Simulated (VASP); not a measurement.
# La (P6_3/mmc) in VASP: notebook

Runs on La. Level: LDA. Tasks: single point.

Program: VASP 6.6.1. These are calculated values, not measurements. Logs are shortened: lines on timing, memory, paths and dates and some standing lists are left out, and cuts for length are marked.

## 1. The structure

It takes space group P6_3/mmc (No. 194, hexagonal). The conventional cell has a = 3.750 Å, b = 3.750 Å, c = 6.070 Å, α = 90.00°, β = 90.00°, γ = 120.00°. La (site symmetry -6m2) is surrounded by 12 La at 3.73 to 3.75 Å.

This isn't the form of La at room conditions, which is double hcp.

## 2. Single point, LDA

INCAR reads:

```
SYSTEM = La
PREC = Accurate ; ENCUT = 600
EDIFF = 1E-6 ; ISMEAR = -1
SIGMA = 0.1 ; LREAL = .FALSE.
LASPH = .TRUE. ; NELM = 100
ALGO = Normal ; ISIF = 2
LWAVE = .FALSE. ; LCHARG = .FALSE.
GGA = CA ; ADDGRID = .FALSE.
```

KPOINTS reads:

```
Automatic mesh
0
G
  11 11 6
  0 0 0
```

POSCAR reads:

```
La
1.0
    3.7500000000      0.0000000000      0.0000000000
   -1.8750000000      3.2475952642      0.0000000000
    0.0000000000      0.0000000000      6.0700000000
La
2
Direct
    0.6527560000      0.3219160000      0.7382770000
    0.3157440000      0.6620370000      0.2676620000
```

Potentials or basis: VASP PAW LDA potentials, release 64 (La).

Started as:

```bash
$ cat potpaw_LDA.64/La/POTCAR > POTCAR
$ mpirun -np 1 vasp_std > vasp.out
```

OUTCAR:

```text
SYSTEM = La
   PREC = Accurate
   ENCUT = 600
   EDIFF = 1E-6
   ISMEAR = -1
   LREAL = .FALSE.
   LASPH = .TRUE.
   NELM = 100
   ISIF = 2
   GGA = CA

 Found    364 irreducible k-points:

 Following reciprocal coordinates:
            Coordinates               Weight
  0.000000  0.000000  0.000000      1.000000
  0.090909 -0.000000  0.000000      2.000000
  0.000000  0.090909  0.000000      2.000000
 -0.090909  0.090909  0.000000      2.000000
  0.181818 -0.000000  0.000000      2.000000
  0.000000  0.181818  0.000000      2.000000
   k-points           NKPTS =    364   k-points in BZ     NKDIM =    364   number of bands    NBANDS=     15
   number of dos      NEDOS =    301   number of ions     NIONS =      2
   total plane-waves  NPLWV =  43200
   dimension x,y,z NGX =    30 NGY =   30 NGZ =   48
   dimension x,y,z NGXF=    60 NGYF=   60 NGZF=   96
   ions per type =               2
   NGX,Y,Z   is equivalent  to a cutoff of  13.30, 13.30, 13.15 a.u.
   NGXF,Y,Z  is equivalent  to a cutoff of  26.60, 26.60, 26.29 a.u.
 SYSTEM =  La
   PREC   = accura    normal or accurate (medium, high low for compatibility)
   ISTART =      0    job   : 0-new  1-cont  2-samecut
   ICHARG =      2    charge: 1-file 2-atom 10-const
   ISPIN  =      1    spin polarized calculation?
   LNONCOLLINEAR =      F non collinear calculations
   LSORBIT =      F    spin-orbit coupling
   LASPH  =      T    aspherical Exc in radial PAW
   ENCUT  =  600.0 eV  44.10 Ry    6.64 a.u.   7.49  7.49 12.12*2*pi/ulx,y,z
   NELM   =    100;   NELMIN=  2; NELMDL= -5     # of ELM steps
   EDIFF  = 0.1E-05   stopping-criterion for ELM
   LREAL  =      F    real-space projection
   EDIFFG = 0.1E-04   stopping-criterion for IOM
   NSW    =      0    number of steps for IOM
   IBRION =     -1    ionic relax: 0-MD 1-quasi-New 2-CG
   NFREE  =      0    steps in history (QN), initial steepest desc. (CG)
   ISIF   =      2    stress and relaxation
   ISYM   =      2    0-nonsym 1-usesym 2-fastsym
   POTIM  = 0.5000    time-step for ionic-motion
   TEBEG  =    0.0;   TEEND  =   0.0 temperature during run
   PSTRESS=    0.0 pullay stress
   NELECT =      22.0000    total number of electrons
   NUPDOWN=      -1.0000    fix difference up-down
   EMIN   =  10.00;   EMAX   =-10.00  energy-range for DOS
   EFERMI =   0.00;   METHOD = LEGACY
   ISMEAR =    -1;   SIGMA  =   0.10  broadening in eV -4-tet -1-fermi 0-gaus
   EFERMI_NEDOS =   21; number of points for ismear=-14 and -15
   IALGO  =     38    algorithm
   IMIX   =      4    mixing-type and parameters
     AMIX     =   0.40;   BMIX     =  1.00
     AMIX_MAG =   1.60;   BMIX_MAG =  1.00
  volume/ion in A,a.u.               =      36.96       249.43
  Fermi-wavevector in a.u.,A,eV,Ry     =   1.093004  2.065478 16.254307  1.194658
  Thomas-Fermi vector in A             =   2.229281
   LORBIT       =      0    0 simple, 1 ext, 2 COOP (PROOUT), +10 PAW based schemes
   GGA     = CA    functional components
   LHFCALC =     F    Hartree Fock is set to
   AEXX    =    0.0000 exact exchange contribution
   IVDW    =     0    specifies the selected vdW correction
   LEPSILON=     F    determine dielectric tensor
   LRPA    =     F    only Hartree local field effects (RPA)
 non-spin polarized calculation
  energy-cutoff  :      600.00
  volume of cell :       73.92
 maximum number of plane-waves:      2503
 NGX is ok and might be reduce to    30
   NGX = 15   NGY = 15   NGZ = 25

 number of electron      21.9999999 magnetization

 Free energy of the ion-electron system (eV)
  ---------------------------------------------------
  ext. energy  EPLUGINS =         0.00000000
  ---------------------------------------------------
  free energy    TOTEN  =       -11.03817190 eV

  energy without entropy =      -10.91294638  energy(sigma->0) =      -10.97555914

 E-fermi :   7.6885     XC(G=0):  -9.7748

 val. band max:        7.6843695619   @ k =  -0.4545   0.2727   0.5000
 cond. band min:       7.6916676832   @ k =  -0.3636  -0.2727   0.3333
 fundamental gap:      0.0072981213
 Fermi energy:         7.6884655054

 k-point     1 :       0.0000    0.0000    0.0000
  band No.  band energies     occupation
      1     -25.0438      2.00000
      2     -24.8146      2.00000
      3      -9.4644      2.00000
      4      -8.2285      2.00000
      5      -8.2132      2.00000
      6      -8.0169      2.00000
      7      -8.0056      2.00000
      8      -7.9713      2.00000
      9       4.5170      2.00000
     10       5.9079      2.00000
     11       8.6698      0.00011
     12       8.9295      0.00001
     13       8.9414      0.00001
     14       9.0627      0.00000
     15       9.1711      0.00000

 k-point     2 :       0.0909   -0.0000    0.0000
  band No.  band energies     occupation
      1     -25.0297      2.00000
      2     -24.8084      2.00000
      3      -9.4293      2.00000
      4      -8.3226      2.00000
      5      -8.2474      2.00000
      6      -8.1048      2.00000
      7      -8.0239      2.00000
      8      -7.9811      2.00000
      9       4.7389      2.00000
     10       6.1120      2.00000
     11       8.2706      0.00591
     12       8.8225      0.00002
     13       9.0121      0.00000
     14       9.0579      0.00000
     15       9.1307      0.00000

 k-point     3 :       0.0000    0.0909    0.0000
  band No.  band energies     occupation
      1     -25.0297      2.00000
      2     -24.8085      2.00000
      3      -9.4292      2.00000
      4      -8.3243      2.00000
      5      -8.2457      2.00000
      6      -8.1034      2.00000
      7      -8.0254      2.00000
      8      -7.9813      2.00000
      9       4.7390      2.00000
     10       6.1128      2.00000
     11       8.2685      0.00603
     12       8.8236      0.00002
     13       9.0079      0.00000
     14       9.0352      0.00000
     15       9.1188      0.00000

 k-point     4 :      -0.0909    0.0909    0.0000
  band No.  band energies     occupation
      1     -25.0299      2.00000
      2     -24.8083      2.00000
      3      -9.4301      2.00000
      4      -8.3128      2.00000
      5      -8.2573      2.00000
      6      -8.1105      2.00000
      7      -8.0176      2.00000
      8      -7.9805      2.00000
      9       4.7388      2.00000
     10       6.1080      2.00000
     11       8.2795      0.00541
     12       8.8162      0.00003
     13       9.0021      0.00000
     14       9.0150      0.00000
     15       9.1092      0.00000

 k-point     5 :       0.1818   -0.0000    0.0000
  band No.  band energies     occupation
      1     -24.9907      2.00000
      2     -24.7927      2.00000
      3      -9.3305      2.00000
      4      -8.5715      2.00000
      5      -8.3455      2.00000
      6      -8.3235      2.00000
      7      -8.0571      2.00000
      8      -8.0223      2.00000
      9       5.3177      2.00000
     10       6.5534      1.99998
     11       7.8352      0.37478
     12       8.3494      0.00269
     13       8.6296      0.00016
     14       8.9566      0.00001
     15       9.1325      0.00000

 k-point     6 :       0.0000    0.1818    0.0000
  band No.  band energies     occupation
      1     -24.9905      2.00000
      2     -24.7929      2.00000
      3      -9.3299      2.00000
      4      -8.5728      2.00000
      5      -8.3449      2.00000
      6      -8.3221      2.00000
      7      -8.0581      2.00000
      8      -8.0231      2.00000
      9       5.3182      2.00000
     10       6.5571      1.99998
     11       7.8320      0.38454
     12       8.3561      0.00252
     13       8.6315      0.00016
     14       8.9532      0.00001
     15       9.1036      0.00000

 [... further k-points ...]

------------------------ aborting loop because EDIFF is reached ----------------------------------------

  FORCE on cell =-STRESS in cart. coord.  units (eV):
  Direction    XX          YY          ZZ          XY          YZ          ZX
  --------------------------------------------------------------------------------------
  -------------------------------------------------------------------------------------
  Total       -1.3249610     -1.3071394     -1.2175605      0.0105869      0.0082273     -0.0098374
  in kB      -28.7165199    -28.3302642    -26.3887780      0.2294549      0.1783145     -0.2132116
  external PRESSURE =     -27.8118541 kB  Pullay stress =       0.0000000 kB

 VOLUME and BASIS-vectors are now :
 -----------------------------------------------------------------------------
  energy-cutoff  :      600.00
  volume of cell :       73.92
      direct lattice vectors                 reciprocal lattice vectors
     3.750000000  0.000000000  0.000000000     0.266666667  0.153960072  0.000000000
    -1.875000000  3.247595264  0.000000000     0.000000000  0.307920144  0.000000000
     0.000000000  0.000000000  6.070000000     0.000000000  0.000000000  0.164744646

 POSITION                                       TOTAL-FORCE (eV/Angst)
 -----------------------------------------------------------------------------------
      1.84424      1.04545      4.48134        -0.009155      0.007331      0.226765
     -0.05728      2.15003      1.62471         0.009155     -0.007331     -0.226765
 -----------------------------------------------------------------------------------
    total drift:                               -0.000000     -0.000002      0.000008

  FREE ENERGIE OF THE ION-ELECTRON SYSTEM (eV)
  ---------------------------------------------------
  free  energy   TOTEN  =       -11.0381718954 eV

  energy  without entropy=      -10.9129463819  energy(sigma->0) =      -10.97555914
```

It took 3.8 min on 1 thread of AMD EPYC 9R45 (Zen 5), shared host; peak memory 0.58 GiB.

These settings aren't checked as converged: the numbers below hold their error.

Results:

| Quantity | Value |
| --- | --- |
| Free energy | -11.0382 eV |
| Pressure | -2.8 GPa |
| Largest force | 0.227 eV/Å |
| Band gap on the k mesh | none (metal or under the smearing width) |

## 3. Single point, LDA

Changes to INCAR since step 2:

```diff
@@ -1,3 +1,3 @@
 SYSTEM = La
-PREC = Accurate ; ENCUT = 600
+PREC = Accurate ; ENCUT = 350
 EDIFF = 1E-6 ; ISMEAR = -1
```

KPOINTS reads:

```
Automatic mesh
0
G
  15 15 8
  0 0 0
```

POSCAR reads:

```
La
1.0
    3.7500000000      0.0000000000      0.0000000000
   -1.8750000000      3.2475952642      0.0000000000
    0.0000000000      0.0000000000      6.0700000000
La
2
Direct
    0.6666666667      0.3333333333      0.7500000000
    0.3333333333      0.6666666667      0.2500000000
```

Potentials or basis: VASP PAW LDA potentials, release 64 (La).

Started as:

```bash
$ cat potpaw_LDA.64/La/POTCAR > POTCAR
$ mpirun -np 1 vasp_std > vasp.out
```

OUTCAR:

```text
SYSTEM = La
   PREC = Accurate
   ENCUT = 350
   EDIFF = 1E-6
   ISMEAR = -1
   LREAL = .FALSE.
   LASPH = .TRUE.
   NELM = 100
   ISIF = 2
   GGA = CA

 Found    135 irreducible k-points:

 Following reciprocal coordinates:
            Coordinates               Weight
  0.000000  0.000000  0.000000      1.000000
  0.066667 -0.000000  0.000000      6.000000
  0.133333  0.000000  0.000000      6.000000
  0.200000  0.000000  0.000000      6.000000
  0.266667  0.000000  0.000000      6.000000
[... 186 lines left out ...]

  FORCE on cell =-STRESS in cart. coord.  units (eV):
  Direction    XX          YY          ZZ          XY          YZ          ZX
  --------------------------------------------------------------------------------------
  -------------------------------------------------------------------------------------
  Total       -1.3793358     -1.3793358     -1.3417616     -0.0000000      0.0000000      0.0000000
  in kB      -29.8950123    -29.8950123    -29.0806479     -0.0000000      0.0000000      0.0000000
  external PRESSURE =     -29.6235575 kB  Pullay stress =       0.0000000 kB

 VOLUME and BASIS-vectors are now :
 -----------------------------------------------------------------------------
  energy-cutoff  :      350.00
  volume of cell :       73.92
      direct lattice vectors                 reciprocal lattice vectors
     3.750000000  0.000000000  0.000000000     0.266666667  0.153960072  0.000000000
    -1.875000000  3.247595264  0.000000000     0.000000000  0.307920144  0.000000000
     0.000000000  0.000000000  6.070000000     0.000000000  0.000000000  0.164744646

 POSITION                                       TOTAL-FORCE (eV/Angst)
 -----------------------------------------------------------------------------------
      1.87500      1.08253      4.55250        -0.000000      0.000000      0.000000
     -0.00000      2.16506      1.51750         0.000000     -0.000000      0.000000
 -----------------------------------------------------------------------------------
    total drift:                                0.000000     -0.000000      0.000000

  FREE ENERGIE OF THE ION-ELECTRON SYSTEM (eV)
  ---------------------------------------------------
  free  energy   TOTEN  =       -11.0571833623 eV

  energy  without entropy=      -10.9285761975  energy(sigma->0) =      -10.99287978
```

OSZICAR:

```text
N       E                     dE             d eps       ncg     rms          rms(c)
DAV:   1     0.223060806390E+03    0.22306E+03   -0.66173E+03  4066   0.150E+03
DAV:   2     0.203049149384E+02   -0.20276E+03   -0.20124E+03  6122   0.342E+02
DAV:   3    -0.730411569630E+01   -0.27609E+02   -0.27063E+02  7028   0.140E+02
DAV:   4    -0.107549609551E+02   -0.34508E+01   -0.34012E+01  8076   0.450E+01
DAV:   5    -0.110649211635E+02   -0.30996E+00   -0.30807E+00  6724   0.124E+01    0.322E+00
DAV:   6    -0.110745996134E+02   -0.96784E-02   -0.47834E-01  8092   0.520E+00    0.163E+00
DAV:   7    -0.110587595881E+02    0.15840E-01   -0.36910E-02  7340   0.154E+00    0.484E-01
DAV:   8    -0.110571059351E+02    0.16537E-02   -0.38006E-03  8076   0.513E-01    0.537E-02
DAV:   9    -0.110571703156E+02   -0.64380E-04   -0.51480E-04  8028   0.175E-01    0.352E-02
DAV:  10    -0.110571834192E+02   -0.13104E-04   -0.53786E-05  8044   0.508E-02    0.243E-02
DAV:  11    -0.110571834208E+02   -0.16187E-08   -0.13809E-05  6516   0.405E-02    0.361E-03
DAV:  12    -0.110571833623E+02    0.58481E-07   -0.43201E-07  4860   0.912E-03
   1 F= -.11057183E+02 E0= -.10992880E+02  d E =-.128607E+00
```

stdout:

```text
POSCAR found type information on POSCAR La
 POSCAR found :  1 types and       2 ions
 scaLAPACK will be used
 LDA part: xc-table for (Slater(with rela. corr.)+CA(PZ))
 , standard interpolation
 POSCAR, INCAR and KPOINTS ok, starting setup
 FFT: planning ... GRIDC
 FFT: planning ... GRID_SOFT
 FFT: planning ... GRID
 WAVECAR not read
 entering main loop
```

Wall time 44 s (1 thread of AMD EPYC 9R45 (Zen 5), shared host); peak memory 0.18 GiB.

These settings aren't checked as converged: the numbers below hold their error.

What came out:

```
Free energy            : -11.0572 eV
Pressure               : -3.0 GPa
Band gap on the k mesh : none (metal or under the smearing width)
```
